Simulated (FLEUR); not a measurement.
# Al (Fm-3m) in FLEUR: a series of runs

Aim: see how the results for Al move with the level of theory and the settings. Levels: PBE0, RPBE. Tasks: single point.

Program: FLEUR MaX-R8.1 (patched build s14). These are calculated values, not measurements. Logs are shortened: lines on timing, memory, paths and dates and some standing lists are left out, and cuts for length are marked.

## Step 1: The structure

The structure is cubic, space group Fm-3m (No. 225). Conventional cell: a = 4.050 Å, b = 4.050 Å, c = 4.050 Å, α = 90.00°, β = 90.00°, γ = 90.00°. Al (site symmetry m-3m) has 12 Al at 2.86 Å as nearest neighbours.

## Step 2: Single point, PBE0

inp.xml

```xml
<?xml version="1.0" encoding="UTF-8" standalone="no"?>
<fleurInput fleurInputVersion="0.39">
   <comment>
      Al                                                                                                  
   </comment>
   <calculationSetup>
      <cutoffs Kmax="3.8" Gmax="11.8" GmaxXC="11.8" numbands="33"/>
      <scfLoop itmax="30" minDistance="0.0001" maxIterBroyd="15" imix="Anderson" alpha="0.05" precondParam="0.0" spinf="2.0"/>
      <coreElectrons ctail="T" frcor="F" kcrel="0" coretail_lmax="0"/>
      <xcFunctional name="pbe0" relativisticCorrections="F"/>
      <magnetism jspins="1"/>
      <prodBasis gcutm="3.0" bands="29" tolerance="0.0001" lexp="16" ewaldlambda="3"/>
      <soc l_soc="F" theta="0.0" phi="0.0" spav="F"/>
      <expertModes spex="0" secvar="F"/>
      <geometryOptimization l_f="F" forcealpha="1.0" forcemix="BFGS" epsdisp="0.00001" epsforce="0.00001"/>
      <ldaU l_linMix="F" mixParam="0.05" spinf="1.0"/>
   </calculationSetup>
   <cell>
      <bzIntegration valenceElectrons="11.0" mode="hist" fermiSmearingEnergy="0.00183747">
         <kPointListSelection listName="default-1"/>
         <!-- k-points included here -->
         <xi:include xmlns:xi="http://www.w3.org/2001/XInclude" href="kpts.xml"> </xi:include>
      </bzIntegration>
      <!-- symmetry operations included here -->
      <xi:include xmlns:xi="http://www.w3.org/2001/XInclude" href="sym.xml"> </xi:include>
      <bulkLattice scale="1.0">
         <bravaisMatrix>
            <row-1>    0.0000000000000000     3.8263269057207032     3.8263269057207032</row-1>
            <row-2>    3.8263269057207032     0.0000000000000000     3.8263269057207032</row-2>
            <row-3>    3.8263269057207032     3.8263269057207032     0.0000000000000000</row-3>
         </bravaisMatrix>
      </bulkLattice>
   </cell>
   <atomSpecies>
      <species name="Aluminum (Al)" element="Al" atomicNumber="13">
         <mtSphere radius="2.51" gridPoints="829" logIncrement="0.014"/>
         <atomicCutoffs lmax="10" lnonsphr="8"/>
         <electronConfig flipSpins="F">
            <coreConfig>(1s1/2)</coreConfig>
            <valenceConfig>(2s1/2) (2p1/2) (2p3/2) (3s1/2) (3p1/2) (3p3/2)</valenceConfig>
            <stateOccupation state="(3p1/2)" spinUp="0.166667" spinDown="0.166667"/>
            <stateOccupation state="(3p3/2)" spinUp="0.333333" spinDown="0.333333"/>
         </electronConfig>
         <energyParameters s="3" p="3" d="3" f="4"/>
         <prodBasis lcutm="4" lcutwf="10" select="4 0 4 2"/>
         <lo type="SCLO" l="0" n="2" eDeriv="0"/>
         <lo type="SCLO" l="1" n="2" eDeriv="0"/>
         <lo type="SCLO" l="2" n="3" eDeriv="2"/>
         <lo type="SCLO" l="3" n="4" eDeriv="2"/>
      </species>
   </atomSpecies>
   <atomGroups>
      <atomGroup species="Aluminum (Al)">
         <relPos label="                   1">.0000000000 .0000000000 .0000000000</relPos>
         <force calculate="T" relaxXYZ="TTT"/>
      </atomGroup>
   </atomGroups>
   <output dos="F" band="F" slice="F">
      <checks vchk="F" cdinf="F"/>
      <bandDOS minEnergy="-.5*Htr" maxEnergy="0.5*Htr" sigma="0.015" storeEVData="T"/>
      <vacuumDOS vacdos="F" integ="F" star="F" nstars="0" locx1="0.0" locy1="0.0" locx2="0.0" locy2="0.0" nstm="0" tworkf="0.0"/>
      <unfoldingBand unfoldBand="F" supercellX="1" supercellY="1" supercellZ="1"/>
      <plotting iplot="0" polar="F">
         <plot TwoD="T" vec1="  1.0  0.0  0.0" vec2="  0.0  1.0  0.0" vec3="  0.0  0.0  1.0" zero="  0.0  0.0  0.0" file="plot"/>
      </plotting>
      <chargeDensitySlicing numkpt="0" minEigenval="0.0" maxEigenval="0.0" nnne="0" pallst="F"/>
      <specialOutput eonly="F"/>
      <magneticCircularDichroism mcd="F" energyLo="-10.0" energyUp="0.0"/>
   </output>
  <!-- We include the file relax.xml here to enable relaxations (see documentation) -->
  <xi:include xmlns:xi="http://www.w3.org/2001/XInclude" href="relax.xml"> <xi:fallback/> </xi:include>
</fleurInput>
```

crystal.txt

```
Al
&input cartesian=F /
0.0000000000  2.0248050000  2.0248050000
2.0248050000  0.0000000000  2.0248050000
2.0248050000  2.0248050000  0.0000000000
1.8897261246
1.0 1.0 1.0

1
13 0.0000000000  0.0000000000  0.0000000000

&kpt div1=5 div2=5 div3=5 gamma=T /
```

Potentials or basis: all-electron, FLAPW.

Run with:

```sh
> inpgen -f crystal.txt -profile fastHighL; OMP_NUM_THREADS=2 fleur -warn_only
```

Log:

```text
Welcome to FLEUR        (www.flapw.de)
      MaX-Release 8.1          (www.max-centre.eu)
************FLEUR-Warning*****************
Error message: Hybrid calculations should always use HDF5
*****************************************
 bands (prodBasis in inp.xml) is read and not used: the non-local exchange is built in the LAPW basis itself, without a cut in the bands.

 ========== k-point set info ==========
 Selected k-point list: default-1
 k-point list type: mesh
 5 x 5 x 5
 Number of k points: 10

 ------------Calculation Setup---------------------------
 Number of OMP-threads    :            2
 Number of basis functions:          141
 Approximate size of matrices (H+S) per k-point:         0.000 GB
 --------------------------------------------------------
 Iteration:           1  Distance:   3.5973921014044197       hyb distance:  -1.0000000000000000
 Iteration:           2  Distance:   3.3990643414751274       hyb distance:   3.5973921014044197
 Iteration:           3  Distance:   1.0321249584850893       hyb distance:   3.3990643414751274
 Iteration:           4  Distance:  0.16751825482131857       hyb distance:   1.0321249584850893
 Iteration:           5  Distance:   8.6077177832362503E-002  hyb distance:  0.16751825482131857
 Iteration:           6  Distance:   6.0869328104650811E-003  hyb distance:   8.6077177832362503E-002
 Iteration:           7  Distance:   7.2543312578705870E-003  hyb distance:   6.0869328104650811E-003
 Iteration:           8  Distance:   1.5194607225247950E-004  hyb distance:   7.2543312578705870E-003
 Iteration:           9  Distance:   5.4185133222103166E-005  hyb distance:   1.5194607225247950E-004
 iterHF =    1
 start of coulomb calculation
 coulomb pw-loop nk: (1/10)
 coulomb pw-loop nk: (2/10)
 coulomb pw-loop nk: (3/10)
 coulomb pw-loop nk: (4/10)
 coulomb pw-loop nk: (5/10)
 coulomb pw-loop nk: (6/10)
 coulomb pw-loop nk: (7/10)
 coulomb pw-loop nk: (8/10)
 coulomb pw-loop nk: (9/10)
 coulomb pw-loop nk: (10/10)
 kpoint=            1
 calculate new HF matrix
 exchange_valence_hf
 Divergence:   1.0683026100560047
 core exchange calculation
 kpoint=            2
 exchange_valence_hf
 core exchange calculation
 kpoint=            3
 exchange_valence_hf
 core exchange calculation
 kpoint=            4
 exchange_valence_hf
 core exchange calculation
 kpoint=            5
 exchange_valence_hf
 core exchange calculation
 kpoint=            6
 exchange_valence_hf
 core exchange calculation
 kpoint=            7
 exchange_valence_hf
 core exchange calculation
 kpoint=            8
 exchange_valence_hf
 core exchange calculation
 kpoint=            9
 exchange_valence_hf
 core exchange calculation
 kpoint=           10
 exchange_valence_hf
 core exchange calculation
 Reset of history
 Iteration:           0  Distance:   1.1156454550933301       hyb distance:   5.4185133222103166E-005
 Iteration:           1  Distance:   1.0459584963833584       hyb distance:   1.1156454550933301
 Iteration:           2  Distance:   5.8546748515610786E-002  hyb distance:   1.0459584963833584
 Iteration:           3  Distance:   7.5363018818486562E-003  hyb distance:   5.8546748515610786E-002
 Iteration:           4  Distance:   2.0702413006985980E-003  hyb distance:   7.5363018818486562E-003
 Iteration:           5  Distance:   2.4590050161017772E-004  hyb distance:   2.0702413006985980E-003
 Iteration:           6  Distance:   1.9381137092842643E-004  hyb distance:   2.4590050161017772E-004
 Iteration:           7  Distance:   8.3030973415470543E-006  hyb distance:   1.9381137092842643E-004
 Iteration:           8  Distance:  0.39215545763935167       hyb distance:   8.3030973415470543E-006
 iterHF =    2
 start of coulomb calculation
 coulomb pw-loop nk: (1/10)
 coulomb pw-loop nk: (2/10)
 coulomb pw-loop nk: (3/10)
 coulomb pw-loop nk: (4/10)
 coulomb pw-loop nk: (5/10)
 coulomb pw-loop nk: (6/10)
 coulomb pw-loop nk: (7/10)
 coulomb pw-loop nk: (8/10)
 coulomb pw-loop nk: (9/10)
 coulomb pw-loop nk: (10/10)
 kpoint=            1
 calculate new HF matrix
 exchange_valence_hf
 core exchange calculation
 kpoint=            2
 exchange_valence_hf
 core exchange calculation
 kpoint=            3
 exchange_valence_hf
 core exchange calculation
 kpoint=            4
 exchange_valence_hf
 core exchange calculation
 kpoint=            5
 exchange_valence_hf
 core exchange calculation
 kpoint=            6
 exchange_valence_hf
 core exchange calculation
 kpoint=            7
 exchange_valence_hf
 core exchange calculation
 kpoint=            8
 exchange_valence_hf
 core exchange calculation
 kpoint=            9
 exchange_valence_hf
 core exchange calculation
 kpoint=           10
 exchange_valence_hf
 core exchange calculation
 Reset of history
 Iteration:           0  Distance:  0.34162349148026350       hyb distance:  0.39215545763935167
 Iteration:           1  Distance:  0.32148694720701415       hyb distance:  0.34162349148026350
 Iteration:           2  Distance:   2.5820584174244914E-002  hyb distance:  0.32148694720701415
 Iteration:           3  Distance:   1.2465116097203613E-003  hyb distance:   2.5820584174244914E-002
 Iteration:           4  Distance:   1.9821238822769283E-003  hyb distance:   1.2465116097203613E-003
 Iteration:           5  Distance:   1.9763808479186881E-005  hyb distance:   1.9821238822769283E-003
 Iteration:           6  Distance:   9.5346001007462697E-002  hyb distance:   1.9763808479186881E-005
 iterHF =    3
 start of coulomb calculation
 coulomb pw-loop nk: (1/10)
 coulomb pw-loop nk: (2/10)
 coulomb pw-loop nk: (3/10)
 coulomb pw-loop nk: (4/10)
 coulomb pw-loop nk: (5/10)
 coulomb pw-loop nk: (6/10)
 coulomb pw-loop nk: (7/10)
 coulomb pw-loop nk: (8/10)
 coulomb pw-loop nk: (9/10)
 coulomb pw-loop nk: (10/10)
 kpoint=            1
 calculate new HF matrix
 exchange_valence_hf
 core exchange calculation
 kpoint=            2
 exchange_valence_hf
 core exchange calculation
 kpoint=            3
 exchange_valence_hf
 core exchange calculation
 kpoint=            4
 exchange_valence_hf
 core exchange calculation
 kpoint=            5
 exchange_valence_hf
 core exchange calculation
 kpoint=            6
 exchange_valence_hf
 core exchange calculation
 kpoint=            7
 exchange_valence_hf
 core exchange calculation
 kpoint=            8
 exchange_valence_hf
 core exchange calculation
 kpoint=            9
 exchange_valence_hf
 core exchange calculation
 kpoint=           10
 exchange_valence_hf
 core exchange calculation
 Reset of history
 Iteration:           0  Distance:  0.10044183290803849       hyb distance:   9.5346001007462697E-002
 Iteration:           1  Distance:   9.4491895649319133E-002  hyb distance:  0.10044183290803849
 Iteration:           2  Distance:   7.4860287917252119E-003  hyb distance:   9.4491895649319133E-002
 Iteration:           3  Distance:   3.5233574413928622E-004  hyb distance:   7.4860287917252119E-003
 Iteration:           4  Distance:   5.8777640438023159E-004  hyb distance:   3.5233574413928622E-004
 Iteration:           5  Distance:   7.3336345122414410E-006  hyb distance:   5.8777640438023159E-004
 Iteration:           6  Distance:   2.5767105817924549E-002  hyb distance:   7.3336345122414410E-006
 iterHF =    4
 start of coulomb calculation
 coulomb pw-loop nk: (1/10)
 coulomb pw-loop nk: (2/10)
 coulomb pw-loop nk: (3/10)
 coulomb pw-loop nk: (4/10)
 coulomb pw-loop nk: (5/10)
 coulomb pw-loop nk: (6/10)
 coulomb pw-loop nk: (7/10)
 coulomb pw-loop nk: (8/10)
 coulomb pw-loop nk: (9/10)
 coulomb pw-loop nk: (10/10)
 kpoint=            1
 calculate new HF matrix
 exchange_valence_hf
 core exchange calculation
 kpoint=            2
 exchange_valence_hf
 core exchange calculation
 kpoint=            3
 exchange_valence_hf
 core exchange calculation
 kpoint=            4
 exchange_valence_hf
 core exchange calculation
 kpoint=            5
 exchange_valence_hf
 core exchange calculation
 kpoint=            6
 exchange_valence_hf
 core exchange calculation
 kpoint=            7
 exchange_valence_hf
 core exchange calculation
 kpoint=            8
 exchange_valence_hf
 core exchange calculation
 kpoint=            9
 exchange_valence_hf
 core exchange calculation
 kpoint=           10
 exchange_valence_hf
 core exchange calculation
 Reset of history
 Iteration:           0  Distance:   2.6178969803122256E-002  hyb distance:   2.5767105817924549E-002
 Iteration:           1  Distance:   2.4624520090465635E-002  hyb distance:   2.6178969803122256E-002
 Iteration:           2  Distance:   1.9449094518705968E-003  hyb distance:   2.4624520090465635E-002
 Iteration:           3  Distance:   8.8109821831811757E-005  hyb distance:   1.9449094518705968E-003
 Iteration:           4  Distance:   2.0509581628070112E-003  hyb distance:   8.8109821831811757E-005
 iterHF =    5
 start of coulomb calculation
 coulomb pw-loop nk: (1/10)
 coulomb pw-loop nk: (2/10)
 coulomb pw-loop nk: (3/10)
 coulomb pw-loop nk: (4/10)
 coulomb pw-loop nk: (5/10)
 coulomb pw-loop nk: (6/10)
 coulomb pw-loop nk: (7/10)
 coulomb pw-loop nk: (8/10)
 coulomb pw-loop nk: (9/10)
 coulomb pw-loop nk: (10/10)
 kpoint=            1
 calculate new HF matrix
 exchange_valence_hf
 core exchange calculation
 kpoint=            2
 exchange_valence_hf
 core exchange calculation
 kpoint=            3
 exchange_valence_hf
 core exchange calculation
 kpoint=            4
 exchange_valence_hf
 core exchange calculation
 kpoint=            5
 exchange_valence_hf
 core exchange calculation
 kpoint=            6
 exchange_valence_hf
 core exchange calculation
 kpoint=            7
 exchange_valence_hf
 core exchange calculation
 kpoint=            8
 exchange_valence_hf
 core exchange calculation
 kpoint=            9
 exchange_valence_hf
 core exchange calculation
 kpoint=           10
 exchange_valence_hf
 core exchange calculation
 Reset of history
 Iteration:           0  Distance:   2.8953448599896721E-003  hyb distance:   2.0509581628070112E-003
 Iteration:           1  Distance:   2.7236216539621746E-003  hyb distance:   2.8953448599896721E-003
 Iteration:           2  Distance:   2.1574432509742969E-004  hyb distance:   2.7236216539621746E-003
 Iteration:           3  Distance:   9.9196326859167299E-006  hyb distance:   2.1574432509742969E-004
 Iteration:           4  Distance:   4.4002096272148575E-005  hyb distance:   9.9196326859167299E-006
 iterHF =    6
 start of coulomb calculation
 coulomb pw-loop nk: (1/10)
 coulomb pw-loop nk: (2/10)
 coulomb pw-loop nk: (3/10)
 coulomb pw-loop nk: (4/10)
 coulomb pw-loop nk: (5/10)
 coulomb pw-loop nk: (6/10)
 coulomb pw-loop nk: (7/10)
 coulomb pw-loop nk: (8/10)
 coulomb pw-loop nk: (9/10)
 coulomb pw-loop nk: (10/10)
 kpoint=            1
 calculate new HF matrix
 exchange_valence_hf
 core exchange calculation
 kpoint=            2
 exchange_valence_hf
 core exchange calculation
 kpoint=            3
 exchange_valence_hf
 core exchange calculation
 kpoint=            4
 exchange_valence_hf
 core exchange calculation
 kpoint=            5
 exchange_valence_hf
 core exchange calculation
 kpoint=            6
 exchange_valence_hf
 core exchange calculation
 kpoint=            7
 exchange_valence_hf
 core exchange calculation
 kpoint=            8
 exchange_valence_hf
 core exchange calculation
 kpoint=            9
 exchange_valence_hf
 core exchange calculation
 kpoint=           10
 exchange_valence_hf
 core exchange calculation
 Reset of history
 Iteration:           0  Distance:   3.4810508713467815E-005  hyb distance:   4.4002096272148575E-005

 ********************************************************************
 Run finished successfully
 Stop message:
   all done
 ********************************************************************
```

Run time: 95 s. Hardware: 2 threads of Intel Xeon Platinum 8375C at 2.90GHz (Ice Lake), shared host; peak memory 0.06 GiB.

What came out:

* Free energy: -6607.9731 eV
* Band gap on the k mesh: none (metal or under the smearing width)
* Valence electrons inside the program's atomic spheres: Al 9.82 (radii Al 2.51 bohr)

Core levels (eV from the Fermi level):
```
atom         levels
1 Al  1s1/2 -1506.5
```

Caveat: the k mesh is coarse (spacing up to 0.54 Å⁻¹), so the values aren't converged, least of all with exact exchange; core states are solved in the semilocal potential.

[end of part 1 of 2]
